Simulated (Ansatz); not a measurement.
WSe2, DFT, PBE, PAW with Ansatz's default frozen-core files, scalar-relativistic (Ansatz 0.2.0), run on 2 threads of Arm Neoverse V1 on a shared host.

The cell is COD entry 9009146, as deposited and not checked against the literature; nothing was relaxed. The listed cell was then made from it by scaling, straining or moving an atom.

Command: `ansatz run input.yaml --threads 2 --pin off --max-ram 6144MiB --backend cpu --events-out ev --progress --plain --runs-dir out`

```yaml
crystal:
  lattice:
    - [3.2455335613, 0.0, 0.0]
    - [-1.6227667806, 2.8107145128, 0.0]
    - [0.0, 0.0, 12.7947082416]
  atoms:
    - { symbol: W, position: [0.3333333333, 0.6666666667, 0.25] }
    - { symbol: W, position: [0.6666666667, 0.3333333333, 0.75] }
    - { symbol: Se, position: [0.3333333333, 0.6666666667, 0.621] }
    - { symbol: Se, position: [0.6666666667, 0.3333333333, 0.121] }
    - { symbol: Se, position: [0.3333333333, 0.6666666667, 0.879] }
    - { symbol: Se, position: [0.6666666667, 0.3333333333, 0.379] }
kpoints:
  mp_grid: { grid: [11, 11, 3] }
scf:
  occupations: { method: fermi_dirac, width: 0.08 }
hamiltonian:
  xc: pbe
  pseudopotentials: { kind: paw }
output:
  forces: true
  stress: true
  eigenvalues: true
  efg: { contact_densities: true }
```

(1) How large is the problem that the program sets up?

(2) About how long does it take, and how much memory does it use?

(3) And the same cell and mesh by all-electron PAW (datasets made for this crystal), asked for forces, stress, eigenvalues, efg, on the same hardware?

Results:

(1) 32 irreducible k-points, 2299 plane waves at Γ, 56 bands.

(2) 6.6 s of wall time for 6 SCF iterations, with a peak of 0.53 GiB. Times on shared machines scatter by tens of per cent.

(3) 24 s, peak memory 1 GiB.
